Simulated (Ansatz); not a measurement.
# Al2Cu: the cost of one run

Method: DFT PBEsol, scalar-relativistic, plane waves, PAW, in Ansatz 0.2.0.

## Step 1: The starting structure

The structure is tetragonal, space group P4mm (No. 99). Conventional cell: a = 4.061 Å, b = 4.061 Å, c = 27.979 Å, α = 90.00°, β = 90.00°, γ = 90.00°. Around Al (site symmetry 2mm) lie 2 Cu at 2.48 Å and 5 Al at 2.85 to 2.87 Å. Cu (site symmetry 4mm) is surrounded by 8 Al at 2.48 Å. Around Al (site symmetry 2mm) lie 4 Cu at 2.48 Å and 6 Al at 2.85 to 2.87 Å. Around Al (site symmetry 2mm) lie 4 Cu at 2.48 Å and 5 Al at 2.85 to 2.87 Å. Around Cu (site symmetry 4mm) lie 4 Al at 2.48 Å.

Structure file:

```
CELL_PARAMETERS angstrom
4.06067 0.00000 0.00000
0.00000 4.06067 0.00000
0.00000 0.00000 27.97883
ATOMIC_POSITIONS crystal
Al 0.50000 0.00000 0.32167
Al 0.00000 0.50000 0.32167
Cu 0.00000 0.00000 0.37262
Al 0.00000 0.50000 0.42357
Al 0.50000 0.00000 0.42357
Cu 0.50000 0.50000 0.47452
Al 0.50000 0.00000 0.52548
Al 0.00000 0.50000 0.52548
Cu 0.00000 0.00000 0.57643
Al 0.00000 0.50000 0.62738
Al 0.50000 0.00000 0.62738
Cu 0.50000 0.50000 0.67833
```

Slab cut from the bulk at the bulk's listed lattice constants, lower half held.

## Step 2: Relaxing the atoms

File input.yaml:

```yaml
crystal:
  lattice:
    - [4.060675, 0.0, 0.0]
    - [0.0, 4.060675, 0.0]
    - [0.0, 0.0, 27.9788289869]
  atoms:
    - { symbol: Al, position: [0.5, 0.0, 0.3216717899] }
    - { symbol: Al, position: [0.0, 0.5, 0.3216717899] }
    - { symbol: Cu, position: [0.0, 0.0, 0.3726227099] }
    - { symbol: Al, position: [0.0, 0.5, 0.42357362] }
    - { symbol: Al, position: [0.5, 0.0, 0.42357362] }
    - { symbol: Cu, position: [0.5, 0.5, 0.47452454] }
    - { symbol: Al, position: [0.5, 0.0, 0.52547546] }
    - { symbol: Al, position: [0.0, 0.5, 0.52547546] }
    - { symbol: Cu, position: [0.0, 0.0, 0.57642638] }
    - { symbol: Al, position: [0.0, 0.5, 0.6273772901] }
    - { symbol: Al, position: [0.5, 0.0, 0.6273772901] }
    - { symbol: Cu, position: [0.5, 0.5, 0.6783282101] }
basis:
  ecutwfc: 420.0
  fft_grid_basis: typed
kpoints:
  mp_grid: { grid: [6, 6, 1] }
hamiltonian:
  xc: pbesol
  pseudopotentials: { kind: paw }
scf:
  occupations: { method: gaussian, width: 0.1 }
output:
  forces: true
  eigenvalues: true
efield:
  axis: 3
  dipole_correction: true
  ramp_width: 0.04
relax:
  adjacent_minimum: "off"
  f_tol: 0.04
  max_steps: 40
  constraints: [{ sites: [0, 1, 2, 3, 4, 5] }]
```

On the command line:

```sh
$ ansatz run input.yaml --threads 1 --pin off --max-ram 2211MiB --backend cpu --events-out ev --progress --plain --runs-dir out
```

What time and memory should one allow on 1 thread of Intel Xeon Platinum 8375C at 2.90GHz (Ice Lake), shared host?

About 81 s, with a peak of 0.72 GiB.
